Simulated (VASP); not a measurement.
Here is a VASP 6.6.1 calculation.

File INCAR:

```
ALGO = Normal
EDIFF = 1E-7
EDIFFG = -0.02
ENCUT = 600
GGA = CA
IBRION = 2
ISIF = 3
ISMEAR = -1
LASPH = T
LCHARG = F
LREAL = F
LWAVE = F
NELM = 100
NSW = 40
PREC = Accurate
SIGMA = 0.05
```

File KPOINTS:

```
k-points
0
Gamma
  7 7 5
```

POSCAR

```
AlN
1.0
    3.1130000000      0.0000000000      0.0000000000
   -1.5565000000      2.6959370820      0.0000000000
    0.0000000000      0.0000000000      4.9810000000
Al N
2 2
Direct
    0.6666666667      0.3333333333      0.5000000000
    0.3333333333      0.6666666667      0.0000000000
    0.6666666667      0.3333333333      0.8800000000
    0.3333333333      0.6666666667      0.3800000000
```

Potentials or basis: VASP PAW LDA potentials, release 64 (Al, N).

Launch:

```sh
$ cat potpaw_LDA.64/Al/POTCAR potpaw_LDA.64/N/POTCAR > POTCAR
$ mpirun -np 1 vasp_std > vasp.out
```

**Question.** Estimate the relaxed volume.

**Answer.** 10.23 Å³/atom.

**Question.** Estimate the space group after relaxing (to 0.05 Å).

**Answer.** P6_3mc (No. 186).

**Question.** Estimate the relaxed cell.

**Answer.** a = 3.088 Å, b = 3.088 Å, c = 4.956 Å, α = 90.00°, β = 90.00°, γ = 120.00°.

**Question.** Estimate the band gap on the k mesh.

**Answer.** 4.42 eV, direct.

The path:
| step | energy change (eV) | largest force (eV/Å) | pressure (GPa) | volume (Å³) |
| --- | --- | --- | --- | --- |
| 1 | 0.0000 | 0.1197 | -4.18 | 41.80 |
| 2 | -0.0013 | 0.0854 | 4.22 | 40.18 |
| 3 | -0.0124 | 0.0191 | -0.02 | 40.95 |
| 4 | -0.0124 | 0.0170 | 0.07 | 40.94 |

LDA usually gives volumes a few per cent too small. Zero-point motion and thermal expansion aren't in these numbers.
